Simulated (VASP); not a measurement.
# Ni in VASP: further runs

Aim: see how the results for Ni move with the level of theory and the settings. Levels: RPBE, revPBE. Tasks: relaxation of the atoms.

All numbers are computed with VASP 6.6.1; they aren't measurements. Logs are shortened: lines on timing, memory, paths and dates and some standing lists are left out, and cuts for length are marked.

**1. The sheet as given**

The cell holds a sheet with vacuum, 1 atom: a = 2.259 Å, b = 2.259 Å, c = 23.800 Å, α = 90.00°, β = 90.00°, γ = 90.00°.

The cell was built by a generator and needn't be a form met in nature.

**2. Relaxation of the atoms, RPBE, collinear spin, ferromagnetic start**

Input file INCAR:

```
ALGO     = Normal         # electronic algorithm
DIPOL    = 0.5 0.5 0.294
EDIFF    = 1E-7           # SCF threshold, eV
EDIFFG   = -0.01          # ionic threshold
ENCUT    = 520            # plane-wave cutoff, eV
GGA      = RP             # functional
IBRION   = 2              # ionic algorithm
IDIPOL   = 3            
ISIF     = 2              # what is computed and relaxed
ISMEAR   = -1             # smearing method
ISPIN    = 2              # spin polarisation
LASPH    = T              # aspherical terms in the spheres
LCHARG   = F              # write CHGCAR
LDIPOL   = T            
LMAXMIX  = 4              # l up to which the mixer works
LORBIT   = 11             # projections on sites
LREAL    = F              # projectors in reciprocal space
LWAVE    = F              # write WAVECAR
MAGMOM   = 1              # initial moments
NELM     = 150            # most SCF steps
NSW      = 60             # ionic steps
PREC     = Accurate       # precision mode
SIGMA    = 0.05           # smearing width, eV
```

Input file KPOINTS:

```
k-points
0
Gamma
  9 9 1
```

Input file POSCAR:

```
Ni
1.0
    2.2591100000      0.0000000000      0.0000000000
    0.0000000000      2.2591100000      0.0000000000
    0.0000000000      0.0000000000     23.8000000000
Ni
1
Selective dynamics
Direct
    0.5000000000      0.5000000000      0.2941200000  F F F
```

Potentials or basis: VASP PAW PBE potentials, release 64 (Ni).

Started as:

```console
> cat potpaw_PBE.64/Ni/POTCAR > POTCAR
> mpirun -np 1 vasp_std > vasp.out
```

OUTCAR:

```text
EDIFF = 1E-7
   EDIFFG = -0.01
   ENCUT = 520
   GGA = RP
   IBRION = 2
   ISIF = 2
   ISMEAR = -1
   ISPIN = 2
   LASPH = T
   LORBIT = 11
   LREAL = F
   NELM = 150
   NSW = 60
   PREC = Accurate

 ion  position               nearest neighbor table
   1  0.500  0.500  0.294-

  LATTYP: Found a simple tetragonal cell.
 ALAT       =     2.2591100000
 C/A-ratio  =    10.5351222384

  Lattice vectors:

 A1 = (   2.2591100000,   0.0000000000,   0.0000000000)
 A2 = (   0.0000000000,   2.2591100000,   0.0000000000)
 A3 = (   0.0000000000,   0.0000000000,  23.8000000000)

Analysis of symmetry for initial positions (statically):
=====================================================================
 Subroutine PRICEL returns:
 Original cell was already a primitive cell.

 Routine SETGRP: Setting up the symmetry group for a
 simple tetragonal supercell.

 Subroutine GETGRP returns: Found 16 space group operations
 (whereof  8 operations were pure point group operations)
 out of a pool of 16 trial point group operations.

The static configuration has the point symmetry C_4v.
 The point group associated with its full space group is D_4h.

Analysis of symmetry for dynamics (positions and initial velocities):
=====================================================================
 Subroutine PRICEL returns:
 Original cell was already a primitive cell.

 Routine SETGRP: Setting up the symmetry group for a
 simple tetragonal supercell.

 Subroutine GETGRP returns: Found 16 space group operations
 (whereof  8 operations were pure point group operations)
 out of a pool of 16 trial point group operations.

The dynamic configuration has the point symmetry C_4v.
 The point group associated with its full space group is D_4h.

Analysis of constrained symmetry for selective dynamics:
=====================================================================
 Subroutine PRICEL returns:
 Original cell was already a primitive cell.

 Routine SETGRP: Setting up the symmetry group for a
 simple tetragonal supercell.

 Subroutine GETGRP returns: Found 16 space group operations
 (whereof  8 operations were pure point group operations)
 out of a pool of 16 trial point group operations.

The constrained configuration has the point symmetry C_4v.
 The point group associated with its full space group is D_4h.

Analysis of structural, dynamic, and magnetic symmetry:
=====================================================================
 Subroutine PRICEL returns:
 Original cell was already a primitive cell.

 Routine SETGRP: Setting up the symmetry group for a
 simple tetragonal supercell.

 Subroutine GETGRP returns: Found 16 space group operations
 (whereof  8 operations were pure point group operations)
 out of a pool of 16 trial point group operations.

The overall configuration has the point symmetry C_4v.
 The point group associated with its full space group is D_4h.

 Subroutine INISYM returns: Found 16 space group operations
 (whereof  8 operations are pure point group operations),
 and found     1 'primitive' translations

----------------------------------------------------------------------------------------

                                     Primitive cell

  volume of cell :     121.4652

  direct lattice vectors                    reciprocal lattice vectors
     2.259110000  0.000000000  0.000000000     0.442652195  0.000000000  0.000000000
     0.000000000  2.259110000  0.000000000     0.000000000  0.442652195  0.000000000
     0.000000000  0.000000000 23.800000000     0.000000000  0.000000000  0.042016807

  length of vectors
     2.259110000  2.259110000 23.800000000     0.442652195  0.442652195  0.042016807

  position of ions in fractional coordinates (direct lattice)
     0.500000000  0.500000000  0.294120000

  ion indices of the primitive-cell ions
   primitive index   ion index
                 1           1

----------------------------------------------------------------------------------------

 KPOINTS: k-points

Automatic generation of k-mesh.
 Grid dimensions read from file:
 generate k-points for:    9    9    1

 Generating k-lattice:

  Cartesian coordinates                     Fractional coordinates (reciprocal lattice)
     0.049183577  0.000000000  0.000000000     0.111111111  0.000000000  0.000000000
     0.000000000  0.049183577  0.000000000     0.000000000  0.111111111  0.000000000
     0.000000000  0.000000000  0.042016807     0.000000000  0.000000000  1.000000000

  Length of vectors
     0.049183577  0.049183577  0.042016807

  Shift w.r.t. Gamma in fractional coordinates (k-lattice)
     0.000000000  0.000000000  0.000000000

 Subroutine IBZKPT returns following result:
 ===========================================

 Found     15 irreducible k-points:

 Following reciprocal coordinates:
            Coordinates               Weight
  0.000000  0.000000  0.000000      1.000000
  0.111111  0.000000  0.000000      4.000000
  0.222222  0.000000  0.000000      4.000000
  0.333333  0.000000  0.000000      4.000000
  0.444444  0.000000  0.000000      4.000000
  0.111111  0.111111  0.000000      4.000000
  0.222222  0.111111  0.000000      8.000000
  0.333333  0.111111  0.000000      8.000000
  0.444444  0.111111  0.000000      8.000000
  0.222222  0.222222  0.000000      4.000000
  0.333333  0.222222  0.000000      8.000000
  0.444444  0.222222  0.000000      8.000000
  0.333333  0.333333  0.000000      4.000000
  0.444444  0.333333  0.000000      8.000000
  0.444444  0.444444  0.000000      4.000000
   k-points           NKPTS =     15   k-points in BZ     NKDIM =     15   number of bands    NBANDS=     10
   number of dos      NEDOS =    301   number of ions     NIONS =      1
   total plane-waves  NPLWV =  58320
   dimension x,y,z NGX =    18 NGY =   18 NGZ =  180
   dimension x,y,z NGXF=    36 NGYF=   36 NGZF=  360
   ions per type =               1
   NGX,Y,Z   is equivalent  to a cutoff of  13.25, 13.25, 12.57 a.u.
   NGXF,Y,Z  is equivalent  to a cutoff of  26.49, 26.49, 25.15 a.u.
 SYSTEM =  unknown system
   PREC   = accura    normal or accurate (medium, high low for compatibility)
   ISTART =      0    job   : 0-new  1-cont  2-samecut
   ICHARG =      2    charge: 1-file 2-atom 10-const
   ISPIN  =      2    spin polarized calculation?
   LNONCOLLINEAR =      F non collinear calculations
   LSORBIT =      F    spin-orbit coupling
   LASPH  =      T    aspherical Exc in radial PAW
   ENCUT  =  520.0 eV  38.22 Ry    6.18 a.u.   4.20  4.20 44.25*2*pi/ulx,y,z
   NELM   =    150;   NELMIN=  2; NELMDL= -5     # of ELM steps
   EDIFF  = 0.1E-06   stopping-criterion for ELM
   LREAL  =      F    real-space projection
   EDIFFG = -.1E-01   stopping-criterion for IOM
   NSW    =     60    number of steps for IOM
   IBRION =      2    ionic relax: 0-MD 1-quasi-New 2-CG
   NFREE  =      1    steps in history (QN), initial steepest desc. (CG)
   ISIF   =      2    stress and relaxation
   ISYM   =      2    0-nonsym 1-usesym 2-fastsym
   POTIM  = 0.5000    time-step for ionic-motion
   TEBEG  =    0.0;   TEEND  =   0.0 temperature during run
   PSTRESS=    0.0 pullay stress
   NELECT =      10.0000    total number of electrons
   NUPDOWN=      -1.0000    fix difference up-down
   EMIN   =  10.00;   EMAX   =-10.00  energy-range for DOS
   EFERMI =   0.00;   METHOD = LEGACY
   ISMEAR =    -1;   SIGMA  =   0.05  broadening in eV -4-tet -1-fermi 0-gaus
   EFERMI_NEDOS =   21; number of points for ismear=-14 and -15
   IALGO  =     38    algorithm
   IMIX   =      4    mixing-type and parameters
     AMIX     =   0.40;   BMIX     =  1.00
     AMIX_MAG =   1.60;   BMIX_MAG =  1.00
  volume/ion in A,a.u.               =     121.47       819.69
  Fermi-wavevector in a.u.,A,eV,Ry     =   0.712182  1.345829  6.900916  0.507203
  Thomas-Fermi vector in A             =   1.799490
   LORBIT       =     11    0 simple, 1 ext, 2 COOP (PROOUT), +10 PAW based schemes
   GGA     = RP    functional components
   LHFCALC =     F    Hartree Fock is set to
   AEXX    =    0.0000 exact exchange contribution
   IVDW    =     0    specifies the selected vdW correction
   LEPSILON=     F    determine dielectric tensor
   LRPA    =     F    only Hartree local field effects (RPA)
 conjugate gradient relaxation of ions
 spin polarized calculation
  energy-cutoff  :      520.00
  volume of cell :      121.47
 maximum number of plane-waves:      3306
 NGX is ok and might be reduce to    18
   NGX =  9   NGY =  9   NGZ = 89

 number of electron      10.0000000 magnetization       1.0000000

 dipolmoment           0.000000      0.000000      0.000011 electrons x Angstroem

 number of electron       9.9999988 magnetization       0.8204496

 dipolmoment           0.000000      0.000000     -0.000001 electrons x Angstroem

 Free energy of the ion-electron system (eV)
  ---------------------------------------------------
  ext. energy  EPLUGINS =         0.00000000
  ---------------------------------------------------
  free energy    TOTEN  =        -3.58788159 eV

  energy without entropy =       -3.57005280  energy(sigma->0) =       -3.57896719

 E-fermi :  -3.6788     XC(G=0):  -1.9376

 val. band max:       -3.7633851923   @ k =   0.2222   0.1111   0.0000
 cond. band min:      -3.6617829912   @ k =   0.3333   0.1111   0.0000
 fundamental gap:      0.1016022011
 Fermi energy:        -3.6788427501

 spin component 1

 k-point     1 :       0.0000    0.0000    0.0000
  band No.  band energies     occupation
      1      -9.5525      1.00000
      2      -7.5372      1.00000
      3      -5.6971      1.00000
      4      -4.6178      1.00000
      5      -4.6178      1.00000
      6      -4.2625      0.99999
      7      -2.9173      0.00000
      8       0.9303      0.00000
      9       1.4098      0.00000
     10       1.5249      0.00000
[... 170 lines left out ...]
 k-point    15 :       0.4444    0.4444    0.0000
  band No.  band energies     occupation
      1      -7.9305      1.00000
      2      -6.0960      1.00000
      3      -6.0508      1.00000
      4      -4.3696      1.00000
      5      -3.5386      0.05706
      6       3.3218      0.00000
      7       5.1142      0.00000
      8       9.4507      0.00000
      9      10.1941      0.00000
     10      11.5346      0.00000
 Fermi energy:        -3.6788427501

 spin component 2

 k-point     1 :       0.0000    0.0000    0.0000
  band No.  band energies     occupation
      1      -9.4991      1.00000
      2      -6.9257      1.00000
      3      -5.2969      1.00000
      4      -3.4183      0.00543
      5      -3.4183      0.00543
      6      -3.1564      0.00003
      7      -3.0062      0.00000
      8       0.8842      0.00000
      9       1.3517      0.00000
     10       1.5310      0.00000
[... 170 lines left out ...]
 k-point    15 :       0.4444    0.4444    0.0000
  band No.  band energies     occupation
      1      -7.1810      1.00000
      2      -5.0477      1.00000
      3      -4.9920      1.00000
      4      -3.8154      0.93885
      5      -2.7733      0.00000
      6       3.4016      0.00000
      7       5.1757      0.00000
      8       9.4438      0.00000
      9      10.3274      0.00000
     10      11.5855      0.00000

------------------------ aborting loop because EDIFF is reached ----------------------------------------

 vacuum level on the upper side and lower side of the slab       (xc-potential included)        -0.091        -0.098

  FORCE on cell =-STRESS in cart. coord.  units (eV):
  Direction    XX          YY          ZZ          XY          YZ          ZX
  --------------------------------------------------------------------------------------
  -------------------------------------------------------------------------------------
  Total        0.4519732      0.4519732     -0.0006470      0.0000000      0.0000000      0.0000000
  in kB        5.9617193      5.9617193     -0.0085345      0.0000000      0.0000000      0.0000000
  external PRESSURE =       3.9716347 kB  Pullay stress =       0.0000000 kB

 VOLUME and BASIS-vectors are now :
 -----------------------------------------------------------------------------
  energy-cutoff  :      520.00
  volume of cell :      121.47
      direct lattice vectors                 reciprocal lattice vectors
     2.259110000  0.000000000  0.000000000     0.442652195  0.000000000  0.000000000
     0.000000000  2.259110000  0.000000000     0.000000000  0.442652195  0.000000000
     0.000000000  0.000000000 23.800000000     0.000000000  0.000000000  0.042016807

 POSITION                                       TOTAL-FORCE (eV/Angst)
 -----------------------------------------------------------------------------------
      1.12956      1.12956      7.00006         0.000000     -0.000000      0.000000
 -----------------------------------------------------------------------------------
    total drift:                                0.000000      0.000000      0.000036

  FREE ENERGIE OF THE ION-ELECTRON SYSTEM (eV)
  ---------------------------------------------------
  free  energy   TOTEN  =        -3.5878815872 eV

  energy  without entropy=       -3.5700527953  energy(sigma->0) =       -3.57896719

 reached required accuracy - stopping structural energy minimisation

 vacuum level on the upper side and lower side of the slab         1.286         1.285

 total charge

# of ion       s       p       d       tot
------------------------------------------
    1        0.538   0.294   8.323   9.155

 magnetization (x)

# of ion       s       p       d       tot
------------------------------------------
    1        0.002  -0.013   0.862   0.851
```

It took 67 s on 1 thread of Intel Xeon 6975P-C (Granite Rapids), shared host; peak memory 0.27 GiB.

Results:

| Property | Result |
| --- | --- |
| Free energy | -3.5879 eV |
| Band gap on the k mesh | none (metal or under the smearing width) |
| Net moment | 0.82 μB per cell |
| Site moments | Ni +0.85 μB |
| Valence electrons inside the program's atomic spheres | Ni 9.15 |

Final structure:
```
CELL_PARAMETERS angstrom
2.25911 0.00000 0.00000
0.00000 2.25911 0.00000
0.00000 0.00000 23.80000
ATOMIC_POSITIONS crystal
Ni 0.50000 0.50000 0.29412
```

Caveat: the relaxation stopped at its first step, so nothing moved; the PAW data sets were made with another functional, which shifts forces and pressure a little.

**3. Relaxation of the atoms, revPBE, collinear spin, ferromagnetic start**

Changes to INCAR since step 2:

```diff
@@ -5,3 +5,3 @@
 ENCUT    = 520            # plane-wave cutoff, eV
-GGA      = RP             # functional
+GGA      = RE             # functional
 IBRION   = 2              # ionic algorithm
```

KPOINTS is that of step 2.

POSCAR is that of step 2.

Potentials or basis: VASP PAW PBE potentials, release 64 (Ni).

Started as:

```console
> cat potpaw_PBE.64/Ni/POTCAR > POTCAR
> mpirun -np 1 vasp_std > vasp.out
```

It took 81 s on 1 thread of Intel Xeon 6975P-C (Granite Rapids), shared host; peak memory 0.27 GiB.

It converged, with:

```
Free energy                                           : -3.6664 eV
Band gap on the k mesh                                : none (metal or under the smearing width)
Net moment                                            : 0.82 μB per cell
Site moments                                          : Ni +0.85 μB
Valence electrons inside the program's atomic spheres : Ni 9.16
```

Final structure:
```
CELL_PARAMETERS angstrom
2.25911 0.00000 0.00000
0.00000 2.25911 0.00000
0.00000 0.00000 23.80000
ATOMIC_POSITIONS crystal
Ni 0.50000 0.50000 0.29412
```

Levels at points of the mesh, in eV from the Fermi level:
Spin up:
```csv
k point,band 2,band 3,band 4,band 5,band 6,band 7,band 8,band 9,band 10
"(0.00, 0.00, 0.00)",-3.85,-2.01,-0.93,-0.93,-0.57,0.78,4.67,5.09,5.24
```
Spin down:
| k point | band 1 | band 2 | band 3 | band 4 | band 5 | band 6 | band 7 | band 8 | band 9 |
| --- | --- | --- | --- | --- | --- | --- | --- | --- | --- |
| (0.00, 0.00, 0.00) | -5.82 | -3.25 | -1.61 | 0.26 | 0.26 | 0.52 | 0.69 | 4.63 | 5.04 |

Caveat: the relaxation stopped at its first step, so nothing moved; the PAW data sets were made with another functional, which shifts forces and pressure a little.

**4. For comparison**

An earlier run on the cell as given: functional PBE; potentials or basis VASP PAW PBE potentials, release 64 (Ni); cutoff 520 eV; k mesh 12 × 12 × 1; occupations fermi-dirac, width 0.05 eV; collinear spin, ferromagnetic start; starting moments [1.0] μB.

* Band gap on the k mesh: none (metal or under the smearing width)
* Net moment: 0.86 μB per cell
* Site moments: Ni +0.88 μB
* Valence electrons inside the program's atomic spheres: Ni 9.16

**5. Overview**

| task | level | cell | k mesh | atoms held fixed (from 0) | gap on the mesh (eV) | moment (μB) |
| --- | --- | --- | --- | --- | --- | --- |
| relaxation of the atoms | RPBE | atoms relaxed | 9 × 9 × 1 | [0] | none | 0.82 |
| relaxation of the atoms | revPBE | atoms relaxed | 9 × 9 × 1 | [0] | none | 0.82 |
| single point | PBE | as given | 12 × 12 × 1 | - | none | 0.86 |

Alike in all rows: potentials or basis VASP PAW PBE potentials, release 64 (Ni); spin collinear, ferromagnetic start; cutoff (eV) 520; smearing fermi-dirac 0.05 eV.

Caveats: the relaxation stopped at its first step, so nothing moved (some runs); the PAW data sets were made with another functional, which shifts forces and pressure a little (some runs).

Absolute energies hang on the potentials; compare differences alone.
